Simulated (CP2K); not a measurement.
# ZnS (Wurtzite-4H) (P6_3mc) in CP2K: a series of runs, part 2 of 2

CP2K 2026.2. The steps go on from the part before.

### 3 Band structure, PBEsol

zns_bands.inp

```
&GLOBAL
  PROJECT zns_bands
  RUN_TYPE ENERGY_FORCE
  PRINT_LEVEL LOW
&END GLOBAL
&FORCE_EVAL
  METHOD QS
  STRESS_TENSOR ANALYTICAL
  &DFT
    BASIS_SET_FILE_NAME BASIS_MOLOPT_UZH
    POTENTIAL_FILE_NAME POTENTIAL_UZH
    &MGRID
      CUTOFF 450
      REL_CUTOFF 60
      NGRIDS 5
    &END MGRID
    &QS
      METHOD GPW
      EPS_DEFAULT 1.0E-9
    &END QS
    &KPOINTS
      SCHEME MONKHORST-PACK 8 8 3
      GAMMA_CENTERED T
      SYMMETRY T
      SYMMETRY_BACKEND SPGLIB
    &END KPOINTS
    &SCF
      SCF_GUESS ATOMIC
      EPS_SCF 1.0E-6
      MAX_SCF 100
      ADDED_MOS 22
      CHOLESKY OFF
      EPS_EIGVAL 1.0E-7
      &DIAGONALIZATION ON
        ALGORITHM STANDARD
      &END DIAGONALIZATION
      &MIXING ON
        METHOD BROYDEN_MIXING
        ALPHA 0.4
        BETA 1.5
        NBUFFER 8
      &END MIXING
      &SMEAR ON
        METHOD FERMI_DIRAC
        ELECTRONIC_TEMPERATURE [K] 580.226
      &END SMEAR
    &END SCF
    &XC
      &XC_FUNCTIONAL
        &GGA_X_PBE_SOL
        &END GGA_X_PBE_SOL
        &GGA_C_PBE_SOL
        &END GGA_C_PBE_SOL
      &END XC_FUNCTIONAL
    &END XC
    &PRINT
      &KPOINTS ON
      &END KPOINTS
      &MULLIKEN ON
      &END MULLIKEN
      &MO ON
        ENERGIES T
        OCCUPATION_NUMBERS T
        &EACH
          QS_SCF 0
        &END EACH
        ADD_LAST NUMERIC
      &END MO
      &BAND_STRUCTURE
        FILE_NAME bands.bs
        ADDED_MOS 6
        &KPOINT_SET
          UNITS B_VECTOR
          NPOINTS 10
          SPECIAL_POINT GAMMA 0.00000000 0.00000000 0.00000000
          SPECIAL_POINT M 0.50000000 0.00000000 0.00000000
          SPECIAL_POINT K 0.33333333 0.33333333 0.00000000
          SPECIAL_POINT GAMMA 0.00000000 0.00000000 0.00000000
          SPECIAL_POINT A 0.00000000 0.00000000 0.50000000
          SPECIAL_POINT L 0.50000000 0.00000000 0.50000000
          SPECIAL_POINT H 0.33333333 0.33333333 0.50000000
          SPECIAL_POINT A 0.00000000 0.00000000 0.50000000
        &END KPOINT_SET
        &KPOINT_SET
          UNITS B_VECTOR
          NPOINTS 10
          SPECIAL_POINT L 0.50000000 0.00000000 0.50000000
          SPECIAL_POINT M 0.50000000 0.00000000 0.00000000
        &END KPOINT_SET
        &KPOINT_SET
          UNITS B_VECTOR
          NPOINTS 10
          SPECIAL_POINT K 0.33333333 0.33333333 0.00000000
          SPECIAL_POINT H 0.33333333 0.33333333 0.50000000
        &END KPOINT_SET
      &END BAND_STRUCTURE
    &END PRINT
  &END DFT
  &SUBSYS
    &CELL
      A 3.8227000000 0.0000000000 0.0000000000
      B -1.9113500000 3.3105553110 0.0000000000
      C 0.0000000000 0.0000000000 12.5200000000
      PERIODIC XYZ
    &END CELL
    &COORD
      SCALED
      Zn  0.6666666667 0.3333333333 0.7500000000
      Zn  0.3333333333 0.6666666667 0.2500000000
      Zn  0.0000000000 0.0000000000 0.5000000000
      Zn  0.0000000000 0.0000000000 0.0000000000
      S   0.6666666667 0.3333333333 0.9375000000
      S   0.3333333333 0.6666666667 0.4375000000
      S   0.0000000000 0.0000000000 0.6875000000
      S   0.0000000000 0.0000000000 0.1875000000
    &END COORD
    &KIND Zn
      BASIS_SET TZVP-MOLOPT-PBE-GTH-q12
      POTENTIAL GTH-PBE-q12
    &END KIND
    &KIND S
      BASIS_SET TZVP-MOLOPT-PBE-GTH-q6
      POTENTIAL GTH-PBE-q6
    &END KIND
    &PRINT
      &ATOMIC_COORDINATES ON
      &END ATOMIC_COORDINATES
      &CELL ON
      &END CELL
    &END PRINT
  &END SUBSYS
  &PRINT
    &FORCES ON
    &END FORCES
    &STRESS_TENSOR ON
    &END STRESS_TENSOR
  &END PRINT
&END FORCE_EVAL
```

Potentials or basis: POTENTIAL_UZH Zn GTH-PBE-q12, S GTH-PBE-q6; TZVP-MOLOPT-PBE-GTH basis.

Command:

```console
$ OMP_NUM_THREADS=1 mpirun -n 3 cp2k.psmp -i zns_bands.inp -o zns_bands.out
```

It took 1.8 min on 3 MPI ranks of Intel Xeon Platinum 8259CL at 2.50GHz (Skylake/Cascade Lake), shared host.

Results (log left out):

```
Free energy             : -7692.1606 eV
Pressure                : -1.5 GPa
Band gap on the k mesh  : 1.92 eV, direct
Band gap along the path : 1.92 eV, direct
Mulliken charges        : Zn +0.30; S -0.30 e
```

Stress tensor (GPa, compression positive):
```
-1.59  0.00  0.00
 0.00 -1.59  0.00
 0.00  0.00 -1.40
```

Levels at the corners of the path, in eV from the valence-band top:
```
point  band 33  band 34  band 35  band 36  band 37  band 38  band 39  band 40
    Γ    -0.47    -0.04     0.00     0.00     1.92     3.01     3.20     3.44
    M    -1.64    -1.61    -1.14    -0.90     3.12     3.19     3.63     4.21
    K    -2.35    -1.80    -1.80    -1.36     4.37     4.81     4.81     5.12
    Γ    -0.47    -0.04     0.00     0.00     1.92     3.01     3.20     3.44
    A    -0.15    -0.15    -0.15    -0.15     2.80     2.80     3.13     3.13
    L    -1.55    -1.55    -1.13    -1.13     3.53     3.53     3.86     3.86
    H    -1.85    -1.85    -1.65    -1.65     4.24     4.24     5.09     5.09
    A    -0.15    -0.15    -0.15    -0.15     2.80     2.80     3.13     3.13
    L    -1.55    -1.55    -1.13    -1.13     3.53     3.53     3.86     3.86
    M    -1.64    -1.61    -1.14    -0.90     3.12     3.19     3.63     4.21
    K    -2.35    -1.80    -1.80    -1.36     4.37     4.81     4.81     5.12
    H    -1.85    -1.85    -1.65    -1.65     4.24     4.24     5.09     5.09
```

Caveat: the forces don't sum to zero, a sign of grid noise; Mulliken charges move with the basis; the potentials were made for another functional, which shifts forces and pressure; the basis of atomic orbitals isn't converged, which shifts pressures, moduli and gaps.

### 4 Band structure, r2SCAN

zns_bands.inp, as its differences from that of step 3:

```diff
@@ -12,3 +12,3 @@
     &MGRID
-      CUTOFF 450
+      CUTOFF 675
       REL_CUTOFF 60
@@ -44,3 +44,3 @@
         METHOD FERMI_DIRAC
-        ELECTRONIC_TEMPERATURE [K] 580.226
+        ELECTRONIC_TEMPERATURE [K] 300.557
       &END SMEAR
@@ -49,6 +49,6 @@
       &XC_FUNCTIONAL
-        &GGA_X_PBE_SOL
-        &END GGA_X_PBE_SOL
-        &GGA_C_PBE_SOL
-        &END GGA_C_PBE_SOL
+        &MGGA_X_R2SCAN
+        &END MGGA_X_R2SCAN
+        &MGGA_C_R2SCAN
+        &END MGGA_C_R2SCAN
       &END XC_FUNCTIONAL
@@ -70,6 +70,6 @@
         FILE_NAME bands.bs
-        ADDED_MOS 6
+        ADDED_MOS 4
         &KPOINT_SET
           UNITS B_VECTOR
-          NPOINTS 10
+          NPOINTS 8
           SPECIAL_POINT GAMMA 0.00000000 0.00000000 0.00000000
@@ -85,3 +85,3 @@
           UNITS B_VECTOR
-          NPOINTS 10
+          NPOINTS 8
           SPECIAL_POINT L 0.50000000 0.00000000 0.50000000
@@ -91,3 +91,3 @@
           UNITS B_VECTOR
-          NPOINTS 10
+          NPOINTS 8
           SPECIAL_POINT K 0.33333333 0.33333333 0.00000000
@@ -117,8 +117,8 @@
     &KIND Zn
-      BASIS_SET TZVP-MOLOPT-PBE-GTH-q12
-      POTENTIAL GTH-PBE-q12
+      BASIS_SET TZVP-MOLOPT-SCAN-GTH-q12
+      POTENTIAL GTH-SCAN-q12
     &END KIND
     &KIND S
-      BASIS_SET TZVP-MOLOPT-PBE-GTH-q6
-      POTENTIAL GTH-PBE-q6
+      BASIS_SET TZVP-MOLOPT-SCAN-GTH-q6
+      POTENTIAL GTH-SCAN-q6
     &END KIND
```

Potentials or basis: POTENTIAL_UZH Zn GTH-SCAN-q12, S GTH-SCAN-q6; TZVP-MOLOPT-SCAN-GTH basis.

Command:

```console
$ OMP_NUM_THREADS=1 mpirun -n 3 cp2k.psmp -i zns_bands.inp -o zns_bands.out
```

Run time: 4.1 min. Hardware: 3 MPI ranks of Intel Xeon Platinum 8259CL at 2.50GHz (Skylake/Cascade Lake), shared host.

Results (log left out):

```
Free energy             : -7662.8806 eV
Pressure                : -1.2 GPa
Largest force           : 0.044 eV/Å
Band gap on the k mesh  : 2.52 eV, direct
Band gap along the path : 2.52 eV, direct
Mulliken charges        : Zn +0.50, +0.53; S -0.52 e
```

Forces on the atoms (eV/Å):
```
Zn   0.000  0.000  0.006
Zn   0.000  0.000  0.006
Zn   0.000  0.000  0.022
Zn   0.000  0.000  0.022
S    0.000  0.000  0.014
S    0.000  0.000  0.014
S    0.000  0.000 -0.044
S    0.000  0.000 -0.044
```

Stress tensor (GPa, compression positive):
```
-0.96  0.00  0.00
 0.00 -0.96  0.00
 0.00  0.00 -1.69
```

Levels at the corners of the path, in eV from the valence-band top:
```
point  band 32  band 33  band 34  band 35  band 36  band 37  band 38  band 39  band 40  band 41
    Γ    -0.48    -0.48    -0.04     0.00     0.00     2.52     3.58     3.77     4.02     6.80
    M    -1.66    -1.66    -1.64    -1.15    -0.92     3.69     3.72     4.15     4.75     5.31
    K    -2.53    -2.35    -1.82    -1.82    -1.39     4.94     5.32     5.32     5.66     5.66
    Γ    -0.48    -0.48    -0.04     0.00     0.00     2.52     3.58     3.77     4.02     6.80
    A    -0.79    -0.15    -0.15    -0.15    -0.15     3.36     3.36     3.71     3.71     6.74
    L    -2.12    -1.54    -1.54    -1.15    -1.15     4.06     4.06     4.42     4.42     5.08
    H    -2.79    -1.86    -1.86    -1.67    -1.67     4.77     4.77     5.63     5.63     6.56
    A    -0.79    -0.15    -0.15    -0.15    -0.15     3.36     3.36     3.71     3.71     6.74
    L    -2.12    -1.54    -1.54    -1.15    -1.15     4.06     4.06     4.42     4.42     5.08
    M    -1.66    -1.66    -1.64    -1.15    -0.92     3.69     3.72     4.15     4.75     5.31
    K    -2.53    -2.35    -1.82    -1.82    -1.39     4.94     5.32     5.32     5.66     5.66
    H    -2.79    -1.86    -1.86    -1.67    -1.67     4.77     4.77     5.63     5.63     6.56
```

Caveat: Mulliken charges move with the basis; the basis of atomic orbitals isn't converged, which shifts pressures, moduli and gaps.

### 5 Band structure, TB-mBJ

zns_bands.inp, as its differences from that of step 4:

```diff
@@ -2,3 +2,3 @@
   PROJECT zns_bands
-  RUN_TYPE ENERGY_FORCE
+  RUN_TYPE ENERGY
   PRINT_LEVEL LOW
@@ -7,3 +7,2 @@
   METHOD QS
-  STRESS_TENSOR ANALYTICAL
   &DFT
@@ -14,3 +13,3 @@
       REL_CUTOFF 60
-      NGRIDS 5
+      NGRIDS 4
     &END MGRID
@@ -18,3 +17,3 @@
       METHOD GPW
-      EPS_DEFAULT 1.0E-9
+      EPS_DEFAULT 1.0E-10
     &END QS
@@ -44,3 +43,3 @@
         METHOD FERMI_DIRAC
-        ELECTRONIC_TEMPERATURE [K] 300.557
+        ELECTRONIC_TEMPERATURE [K] 116.045
       &END SMEAR
@@ -49,6 +48,6 @@
       &XC_FUNCTIONAL
-        &MGGA_X_R2SCAN
-        &END MGGA_X_R2SCAN
-        &MGGA_C_R2SCAN
-        &END MGGA_C_R2SCAN
+        &MGGA_X_TB09
+        &END MGGA_X_TB09
+        &LDA_C_PW
+        &END LDA_C_PW
       &END XC_FUNCTIONAL
@@ -73,3 +72,3 @@
           UNITS B_VECTOR
-          NPOINTS 8
+          NPOINTS 10
           SPECIAL_POINT GAMMA 0.00000000 0.00000000 0.00000000
@@ -85,3 +84,3 @@
           UNITS B_VECTOR
-          NPOINTS 8
+          NPOINTS 10
           SPECIAL_POINT L 0.50000000 0.00000000 0.50000000
@@ -91,3 +90,3 @@
           UNITS B_VECTOR
-          NPOINTS 8
+          NPOINTS 10
           SPECIAL_POINT K 0.33333333 0.33333333 0.00000000
@@ -106,19 +105,18 @@
     &COORD
-      SCALED
-      Zn  0.6666666667 0.3333333333 0.7500000000
-      Zn  0.3333333333 0.6666666667 0.2500000000
-      Zn  0.0000000000 0.0000000000 0.5000000000
+      Zn  1.9113500002 1.1035184369 9.3900000000
+      Zn  -0.0000000002 2.2070368741 3.1300000000
+      Zn  0.0000000000 0.0000000000 6.2600000000
       Zn  0.0000000000 0.0000000000 0.0000000000
-      S   0.6666666667 0.3333333333 0.9375000000
-      S   0.3333333333 0.6666666667 0.4375000000
-      S   0.0000000000 0.0000000000 0.6875000000
-      S   0.0000000000 0.0000000000 0.1875000000
+      S   1.9113500002 1.1035184369 11.7375000000
+      S   -0.0000000002 2.2070368741 5.4775000000
+      S   0.0000000000 0.0000000000 8.6075000000
+      S   0.0000000000 0.0000000000 2.3475000000
     &END COORD
     &KIND Zn
-      BASIS_SET TZVP-MOLOPT-SCAN-GTH-q12
-      POTENTIAL GTH-SCAN-q12
+      BASIS_SET TZVP-MOLOPT-PBE-GTH-q12
+      POTENTIAL GTH-PBE-q12
     &END KIND
     &KIND S
-      BASIS_SET TZVP-MOLOPT-SCAN-GTH-q6
-      POTENTIAL GTH-SCAN-q6
+      BASIS_SET TZVP-MOLOPT-PBE-GTH-q6
+      POTENTIAL GTH-PBE-q6
     &END KIND
@@ -129,2 +127,4 @@
       &END CELL
+      &SYMMETRY ON
+      &END SYMMETRY
     &END PRINT
@@ -134,4 +134,2 @@
     &END FORCES
-    &STRESS_TENSOR ON
-    &END STRESS_TENSOR
   &END PRINT
```

Potentials or basis: POTENTIAL_UZH Zn GTH-PBE-q12, S GTH-PBE-q6; TZVP-MOLOPT-PBE-GTH basis.

Command:

```console
$ OMP_NUM_THREADS=1 mpirun -n 3 cp2k.psmp -i zns_bands.inp -o zns_bands.out
```

It took 8.4 min on 3 MPI ranks of Intel Xeon Platinum 8259CL at 2.50GHz (Skylake/Cascade Lake), shared host.

The run converged. Its results:

* Band gap on the k mesh: 1.82 eV, direct
* Band gap along the path: 1.82 eV, direct
* Mulliken charges: Zn +0.74, +0.79; S -0.76 e

Levels at the corners of the path, in eV from the valence-band top:
```
point  band 33  band 34  band 35  band 36  band 37  band 38  band 39  band 40
    Γ    -0.53    -0.04     0.00     0.00     1.82     2.80     2.96     3.20
    M    -1.77    -1.73    -1.24    -1.02     2.98     3.13     3.52     4.08
    K    -2.30    -1.87    -1.87    -1.55     4.16     4.64     4.64     5.02
    Γ    -0.53    -0.04     0.00     0.00     1.82     2.80     2.96     3.20
    A    -0.17    -0.17    -0.17    -0.17     2.64     2.64     2.90     2.90
    L    -1.57    -1.57    -1.25    -1.25     3.38     3.38     3.74     3.74
    H    -1.93    -1.93    -1.75    -1.75     4.15     4.15     4.79     4.79
    A    -0.17    -0.17    -0.17    -0.17     2.64     2.64     2.90     2.90
    L    -1.57    -1.57    -1.25    -1.25     3.38     3.38     3.74     3.74
    M    -1.77    -1.73    -1.24    -1.02     2.98     3.13     3.52     4.08
    K    -2.30    -1.87    -1.87    -1.55     4.16     4.64     4.64     5.02
    H    -1.93    -1.93    -1.75    -1.75     4.15     4.15     4.79     4.79
```

Caveat: Mulliken charges move with the basis; this is a model potential without an energy functional, so only levels have meaning; the potentials were made for another functional, which shifts forces and pressure; the basis of atomic orbitals isn't converged, which shifts pressures, moduli and gaps.

### 6 Overview

```csv
level,potentials or basis,smearing,EPS_DEFAULT,NGRIDS,points a segment of the path (NPOINTS),bands added on the path,CUTOFF of the grids,gap on the mesh (eV),pressure (GPa),largest force (eV/Å)
LDA,"GTH_POTENTIALS Zn GTH-PADE-q12, S GTH-PADE-q6; TZVP-MOLOPT-PBE-GTH basis",fermi-dirac 0.0259 eV,1.0E-9,4,8,2,450 Ry,1.81,-4.6,0.04
PBEsol,"POTENTIAL_UZH Zn GTH-PBE-q12, S GTH-PBE-q6; TZVP-MOLOPT-PBE-GTH basis",fermi-dirac 0.05 eV,1.0E-9,5,10,6,450 Ry,1.92,-1.5,-
r2SCAN,"POTENTIAL_UZH Zn GTH-SCAN-q12, S GTH-SCAN-q6; TZVP-MOLOPT-SCAN-GTH basis",fermi-dirac 0.0259 eV,1.0E-9,5,8,4,675 Ry,2.52,-1.2,0.04
TB-mBJ,"POTENTIAL_UZH Zn GTH-PBE-q12, S GTH-PBE-q6; TZVP-MOLOPT-PBE-GTH basis",fermi-dirac 0.01 eV,1.0E-10,4,10,4,675 Ry,1.82,-,-
```

Alike in all rows: task band structure; no spin polarisation; cell as given; k mesh 8 × 8 × 3.

Caveats: the basis of atomic orbitals isn't converged, which shifts pressures, moduli and gaps; the potentials were made for another functional, which shifts forces and pressure (some runs); the forces don't sum to zero, a sign of grid noise (some runs); this is a model potential without an energy functional, so only levels have meaning (some runs).

Total energies depend on the potentials used, so only differences within one code and one set of settings carry meaning.

### 7 Against experiment

Step 2. Measured gap of ZnS: 3.911 eV (direct; 4 K; a printed reference work, monograph). This calculation gives 1.81 eV (-2.10 eV). So large a miss can be the level of theory's own, or it may mean another phase, state or a wrong row. The value is that of LDA in an atomic basis (GTH_POTENTIALS Zn GTH-PADE-q12, S GTH-PADE-q6; TZVP-MOLOPT-PBE-GTH basis), whose error adds to the functional's,, without temperature or zero-point motion. Semilocal functionals fall short of measured gaps as a rule.

Step 3. Measured gap of ZnS: 3.911 eV (direct; 4 K; a printed reference work, monograph). This calculation gives 1.92 eV (-1.99 eV). So large a miss can be the level of theory's own, or it may mean another phase, state or a wrong row. The value is that of PBEsol in an atomic basis (POTENTIAL_UZH Zn GTH-PBE-q12, S GTH-PBE-q6; TZVP-MOLOPT-PBE-GTH basis), whose error adds to the functional's,, without temperature or zero-point motion. Semilocal functionals fall short of measured gaps as a rule.

Step 4. Measured gap of ZnS: 3.911 eV (direct; 4 K; a printed reference work, monograph). This calculation gives 2.52 eV (-1.39 eV). The value is that of r2SCAN in an atomic basis (POTENTIAL_UZH Zn GTH-SCAN-q12, S GTH-SCAN-q6; TZVP-MOLOPT-SCAN-GTH basis), whose error adds to the functional's,, without temperature or zero-point motion.

Step 5. Against the measured gap of ZnS, 3.911 eV (direct; 4 K; a printed reference work, monograph), the calculated 1.82 eV is off by -2.09 eV. So large a miss can be the level of theory's own, or it may mean another phase, state or a wrong row. The value is that of TB-mBJ in an atomic basis (POTENTIAL_UZH Zn GTH-PBE-q12, S GTH-PBE-q6; TZVP-MOLOPT-PBE-GTH basis), whose error adds to the functional's,, without temperature or zero-point motion.
